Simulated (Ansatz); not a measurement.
Set up this calculation in Ansatz 0.2.0, as the native input.

| Property | Result |
| --- | --- |
| Task | relaxation of cell and atoms |
| Functional | PBE |
| Dispersion | D3(BJ)-ATM |
| Potentials or basis | Ansatz PAW |
| Cutoff | 420 eV (not typed: the program's choice for these potentials) |
| k mesh | 9 × 9 × 9 |
| Occupations | fermi-dirac, width 0.05 eV |
| Spin | no spin polarisation |

The system is Sn.

```
CELL_PARAMETERS angstrom
-2.94014 2.94014 1.59930
2.94014 -2.94014 1.59930
2.94014 2.94014 -1.59930
ATOMIC_POSITIONS crystal
Sn 0.00000 0.00000 0.00000
Sn 0.75000 0.25000 0.50000
```

The input as run:

input.yaml

```yaml
crystal:
  lattice:
    - [-2.9401404553, 2.9401404553, 1.5993019889]
    - [2.9401404553, -2.9401404553, 1.5993019889]
    - [2.9401404553, 2.9401404553, -1.5993019889]
  atoms:
    - { symbol: Sn, position: [0.0, 0.0, 0.0] }
    - { symbol: Sn, position: [0.75, 0.25, 0.5] }
hamiltonian:
  xc: pbe
  pseudopotentials: { kind: paw }
  dispersion: d3bjatm
kpoints:
  mp_grid: { grid: [9, 9, 9] }
scf:
  occupations: { method: fermi_dirac, width: 0.05 }
output:
  forces: true
  stress: true
  eigenvalues: true
relax:
  f_tol: 0.01
  max_steps: 40
  cell: { stress_tol: 0.05 }
```

Potentials or basis: Ansatz PAW.

Run with:

```sh
$ ansatz run input.yaml --threads 2 --pin off --max-ram 5632MiB --backend cpu --events-out ev --progress --plain --runs-dir out
```

It gave:

| Property | Result |
| --- | --- |
| Relaxed volume | 27.32 Å³/atom |
| Relaxed cell | a = 4.442 Å, b = 4.442 Å, c = 4.442 Å, α = 97.34°, β = 97.34°, γ = 138.12° |
| Space group after relaxing (to 0.05 Å) | I4_1/amd (No. 141) |
| Energy gained by relaxing | 0.8 meV/atom |
| Ionic steps | 4 |
| Pressure after relaxing | 0.0 GPa |
| Band gap on the k mesh | none (metal or under the smearing width) |

Caveat: the plane-wave basis is chosen anew once the cell has moved, so the energies of steps on either side of that aren't comparable; pairwise dispersion overbinds metals, which lowers pressure and volume.

Wall time 4.3 s on 2 threads of Intel(R) Xeon(R) 6975P-C (Granite Rapids) (shared host), peak memory 0.4 GiB.
